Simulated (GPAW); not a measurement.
A calculation with GPAW 26.7.0 of Ca (ASE script, structure typed inline):

The input run.py:

```python
from ase import Atoms
from ase.dft.bandgap import bandgap
from ase.io import write
from ase.units import GPa
from gpaw import GPAW, PW

atoms = Atoms(['Ca'],
              cell=[[3.48865634, 0.0, 0.0],
                    [0.0, 3.48865634, 0.0],
                    [0.0, 0.0, 3.48865634]],
              scaled_positions=[[0.0, 0.0, 0.0]],
              pbc=True)

calc = GPAW(mode=PW(600),
            xc='PBE',
            kpts={'size': (8, 8, 8), 'gamma': True},
            occupations={'name': 'fermi-dirac', 'width': 0.05},
            nbands=12,
            convergence={'density': 1e-05, 'energy': 1e-05},
            maxiter=150,
            txt='gpaw.txt')
atoms.calc = calc
energy = atoms.get_potential_energy()
forces = atoms.get_forces()
stress = atoms.get_stress()
calc.write('gs.gpw')
write('result.traj', atoms)
print(f'Energy: {energy:.6f} eV')
print('Forces (eV/A):')
print(forces.round(4))
print('Stress (GPa):', (stress / GPa).round(3))
print('Fermi level:', round(calc.get_fermi_level(), 4), 'eV')
print(f'Gap: {bandgap(calc)[0]:.4f} eV, direct: {bandgap(calc, direct=True)[0]:.4f} eV')
```

Potentials or basis: GPAW PAW data sets (gpaw-data 1.2.1), pw.

The run is started by

```console
$ OMP_NUM_THREADS=1 python run.py
```

This isn't the form of Ca at room conditions, which is fcc.

Problem. Write the same calculation in another form: native input, structure from a P1 CIF.

Solution. As run:

run.py

```python
from ase.io import read
from gpaw import PW
from gpaw.dft import DFT

atoms = read('Ca.cif')

dft = DFT(atoms,
          mode=PW(600),
          xc='PBE',
          kpts={'size': (8, 8, 8), 'gamma': True},
          occupations={'name': 'fermi-dirac', 'width': 0.05},
          nbands=12,
          convergence={'density': 1e-05, 'energy': 1e-05},
          maxiter=150,
          txt='gpaw.txt')
print(f'Energy: {dft.calculate_energy():.6f} eV')
print('Forces (eV/A):')
print(dft.calculate_forces().round(4))
print('Stress (eV/A^3):', dft.calculate_stress().round(6))
dft.write_gpw_file('gs.gpw')
```

The input Ca.cif:

```cif
data_Ca
_cell_length_a 3.48865634
_cell_length_b 3.48865634
_cell_length_c 3.48865634
_cell_angle_alpha 90.00000000
_cell_angle_beta 90.00000000
_cell_angle_gamma 90.00000000
_space_group_name_H-M_alt 'P1'
_space_group_name_Hall 'P 1'
_space_group_IT_number 1
loop_
_space_group_symop_operation_xyz
'x,y,z'
loop_
_atom_site_label
_atom_site_type_symbol
_atom_site_symmetry_multiplicity
_atom_site_Wyckoff_symbol
_atom_site_fract_x
_atom_site_fract_y
_atom_site_fract_z
_atom_site_occupancy
Ca1 Ca 1 a 0.0000000000 0.0000000000 0.0000000000 1
```

Potentials or basis: GPAW PAW data sets (gpaw-data 1.2.1), pw.

Launch:

```sh
$ OMP_NUM_THREADS=1 python run.py
```

Both were run:

|  | ASE script, structure typed inline | native input, structure from a P1 CIF |
| --- | --- | --- |
| Pressure | 0.5 GPa | 0.5 GPa |
| Band gap on the k mesh | none (metal or under the smearing width) | none (metal or under the smearing width) |

Keys that steer only the numerical path or the files written may differ.
